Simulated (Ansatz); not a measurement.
# BAs: the cost of one run

Computed with Ansatz 0.2.0 (DFT PBEsol, scalar-relativistic, plane waves, PAW, unless a step's input says otherwise).

2 further runs of the same task are left out: 2 set aside as unsound or not needed.

### Step 1. Starting point

The structure is cubic, space group F-43m (No. 216). Conventional cell: a = 4.768 Å, b = 4.768 Å, c = 4.768 Å, α = 90.00°, β = 90.00°, γ = 90.00°. Around B (site symmetry -43m) lie 4 As at 2.06 Å. As (site symmetry -43m) has 4 B at 2.06 Å as nearest neighbours.

Structure file:

```
CELL_PARAMETERS angstrom
0.00000 2.38394 2.38394
2.38394 0.00000 2.38394
2.38394 2.38394 0.00000
ATOMIC_POSITIONS crystal
B 0.00000 0.00000 0.00000
As 0.25000 0.25000 0.25000
```

This cell was relaxed beforehand with the same method: volume 13.55 Å³/atom, gap on the mesh 1.08 eV.

### Step 2. Linear response at Γ

File input.yaml:

```yaml
crystal:
  lattice:
    - [0.0, 2.3839378997, 2.3839378997]
    - [2.3839378997, 0.0, 2.3839378997]
    - [2.3839378997, 2.3839378997, 0.0]
  atoms:
    - { symbol: B, position: [0.0, 0.0, 0.0] }
    - { symbol: As, position: [0.25, 0.25, 0.25] }
basis:
  ecutwfc: 420
kpoints:
  mp_grid: { grid: [10, 10, 10] }
hamiltonian:
  xc: pbesol
scf:
  occupations: { method: fixed }
output:
  eigenvalues: true
phonons:
  method: dfpt
  dielectric: true
  rigid_motions: translations
  raman: true
  eigenvectors: true
```

Run with:

```sh
> ansatz run input.yaml --threads 1 --pin off --max-ram 4096MiB --backend cpu --events-out ev --progress --plain --runs-dir out
```

Q: Estimate wall time and peak memory on 1 thread of Arm Neoverse V1, shared host.

About 3.7 min, with a peak of 0.82 GiB.
